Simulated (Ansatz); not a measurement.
A run of Ansatz 0.2.0:

Contents of input.yaml:

```yaml
crystal:
  lattice:
    - [2.91, 0.0, 0.0]
    - [0.0, 2.91, 0.0]
    - [0.0, 0.0, 2.91]
  atoms:
    - { symbol: Fe, position: [0.5, 0.5, 0.5], spin: 3.0 }
    - { symbol: Al, position: [0.0, 0.0, 0.0] }
hamiltonian:
  xc: pbesol
  pseudopotentials: { kind: paw }
magnetization:
  spin_polarized: true
kpoints:
  mp_grid: { grid: [9, 9, 9] }
scf:
  occupations: { method: fermi_dirac, width: 0.05 }
output:
  forces: true
  stress: true
  eigenvalues: true
  write_density: true
  write_potential: true
  elf: true
  volumetric_format: npy
relax:
  f_tol: 0.01
  max_steps: 40
  cell: { stress_tol: 0.05, p_target: 30.0 }
```

Potentials or basis: Ansatz PAW.

The run is started by

```bash
$ ansatz run input.yaml --threads 2 --pin off --max-ram 5632MiB --backend cpu --events-out ev --progress --plain --runs-dir out
```

Hardware: 2 threads of Arm Neoverse V1 (shared host).

Q: How long does it take, and how much memory?

A: Run time: 8.8 s on 2 threads of Arm Neoverse V1, on a shared host, peak memory 0.3 GiB. Counts: scf iterations 67, plane waves 389, k points 35, bands 15, ion steps 6.
